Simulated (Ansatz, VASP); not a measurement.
One calculation of SnO2, two programs

```xyz
6
Lattice="4.7380 0.0000 0.0000 0.0000 4.7380 0.0000 0.0000 0.0000 3.1865" Properties=species:S:1:pos:R:3 pbc="T T T"
Sn    0.0000    0.0000    0.0000
Sn    2.3690    2.3690    1.5933
O     1.4550    1.4550    0.0000
O     0.9140    3.8240    1.5933
O     3.2830    3.2830    0.0000
O     3.8240    0.9140    1.5933
```

Alike in both runs: task single point; functional PBE; k mesh 6 × 6 × 8; occupations gaussian, width 0.05 eV; no spin polarisation.

|  | VASP | Ansatz |
| --- | --- | --- |
| version | VASP 6.6.1 | Ansatz 0.2.0 |
| potentials or method | VASP PAW PBE potentials, release 64 (Sn_d, O) | scalar-relativistic, plane waves, PAW |
| plane-wave cutoff (eV) | 520 | 500 |
| valence electrons in the cell | 52 | 52 |

```tsv
	VASP	Ansatz	Ansatz less VASP
gap on the k mesh at the Fermi level (eV)	1.27	1.28	+0.012
pressure (GPa)	11.8	11.1	-0.72
largest component of the traceless stress (GPa)	2.20	1.95	-0.252
rms of the force components (eV/Å)	0.139	0.129	-0.0096
```

Atom by atom the forces differ by 0.010 eV/Å (rms over components).

Caveats: spin-orbit coupling is left out, which moves the levels of the heavy elements. PBE gaps usually lie below the measured ones, often by a third to a half.
